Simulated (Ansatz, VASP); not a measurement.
**Two plane-wave programs on Sb**

```
Sb
1.0
     2.19943    1.26984    1.79434
    -2.19943    1.26984    1.79434
     0.00000   -2.53969    1.79434
Sb
1
Direct
  0.50000 0.50000 0.50000
```

Alike in both runs: functional PBE; k mesh 18 × 18 × 18; occupations gaussian, width 0.1 eV; no spin polarisation.

Ansatz relaxed the structure, and its values are those at the end. VASP's run is a single point on that final structure, the one shown.

|  | VASP | Ansatz |
| --- | --- | --- |
| version | VASP 6.6.1 | Ansatz 0.2.0 |
| potentials or method | VASP PAW PBE potentials, release 64 (Sb) | scalar-relativistic, plane waves, PAW |
| plane-wave cutoff (eV) | 520 | 420 |
| valence electrons in the cell | 5 | 15 |

```tsv
	VASP	Ansatz	Ansatz less VASP
gap on the k mesh at the Fermi level (eV)	none	none	-
pressure (GPa)	0.0	0.0	+0.02
```

A gap of «none» marks a metal or a gap that the smearing closes. The two sets of potentials don't hold the same shells in valence.

The runs have no spin-orbit coupling, so splittings on Sb are missing.
